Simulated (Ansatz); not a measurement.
Level of theory: DFT, PBE, plane waves (420 eV) with PAW, scalar-relativistic in Ansatz.

An element in the diamond structure gives this curve. The cell is scaled uniformly from the relaxed one, with fractional coordinates and shape fixed. Energies are extrapolated to zero smearing, pressures are those at the given smearing. Magnetic state: spin not included.

| V (Å³/atom) | E − E₀ (meV/atom) | P (GPa) |
| --- | --- | --- |
| 42.687 | 74.3 | 4.72 |
| 44.627 | 29.6 | 2.76 |
| 46.567 | 6.3 | 1.19 |
| 48.507 | 0.0 | -0.08 |
| 50.448 | 7.5 | -1.10 |
| 52.388 | 26.1 | -1.92 |
| 54.328 | 53.5 | -2.58 |

Question: Which element is it?
A. yttrium
B. sodium
C. tellurium
D. bismuth

Answer: D. Its fit is V₀ = 48.35 Å³/atom, B₀ = 29 GPa, B₀′ = 4.4.
